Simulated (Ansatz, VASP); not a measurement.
# One calculation of Si3O2, two programs

The input INCAR:

```
SYSTEM = Si3O2
PREC = Accurate ; ENCUT = 520
EDIFF = 1E-6 ; ISMEAR = 0
SIGMA = 0.1 ; LREAL = .FALSE.
LASPH = .TRUE. ; NELM = 80
ALGO = Normal ; ISIF = 2
LWAVE = .FALSE. ; LCHARG = .FALSE.
GGA = PE ; NBANDS = 20
```

The input KPOINTS:

```
Automatic mesh
0
G
  4 4 6
  0 0 0
```

Contents of POSCAR:

```
Si3O2
1.0
    4.3536431400      0.0000000000      0.0000000000
    0.0000000000      4.3536431400      0.0000000000
    0.0000000000      0.0000000000      3.6017188900
Si O
3 2
Direct
    0.0000000000      0.0000000000      0.7784332000
    0.0000000000      0.0000000000      0.2215668000
    0.5000000000      0.5000000000      0.5000000000
    0.0000000000      0.5000000000      0.0465951200
    0.5000000000      0.0000000000      0.9534048800
```

Input for Ansatz:

```yaml
crystal:
  lattice:
    - [4.35364314, 0.0, 0.0]
    - [0.0, 4.35364314, 0.0]
    - [0.0, 0.0, 3.60171889]
  atoms:
    - { symbol: Si, position: [0.0, 0.0, 0.7784332] }
    - { symbol: Si, position: [0.0, 0.0, 0.2215668] }
    - { symbol: Si, position: [0.5, 0.5, 0.5] }
    - { symbol: O, position: [0.0, 0.5, 0.04659512] }
    - { symbol: O, position: [0.5, 0.0, 0.95340488] }
basis:
  ecutwfc: 420
kpoints:
  mp_grid: { grid: [4, 4, 6] }
hamiltonian:
  xc: pbe
scf:
  occupations: { method: gaussian, width: 0.1 }
  lower_state_search: "off"
output:
  forces: true
  stress: true
  eigenvalues: true
```

Alike in both runs: task single point; functional PBE; k mesh 4 × 4 × 6; occupations gaussian, width 0.1 eV; no spin polarisation.

|  | VASP | Ansatz |
| --- | --- | --- |
| version | VASP 6.6.1 | Ansatz 0.2.0 |
| potentials or method | VASP PAW PBE potentials, release 64 (Si, O) | scalar-relativistic, plane waves, PAW |
| plane-wave cutoff (eV) | 520 | 420 |
| valence electrons in the cell | 24 | 24 |

VASP gave:

| Property | Result |
| --- | --- |
| gap on the k mesh at the Fermi level (eV) | none |
| rms of the force components (eV/Å) | 9.642 |

Q: What did Ansatz give for the same quantities?

A: gap on the k mesh at the Fermi level (eV): none; rms of the force components (eV/Å): 9.707.

Atom by atom the forces differ by 0.065 eV/Å (rms over components). A gap of «none» marks a metal or a gap that the smearing closes.

Caveats: the k mesh is coarse (spacing up to 0.36 Å⁻¹), so the values aren't converged; forces of over 1 eV/Å show positions far from the minimum, so gaps and moduli don't describe the material at rest.
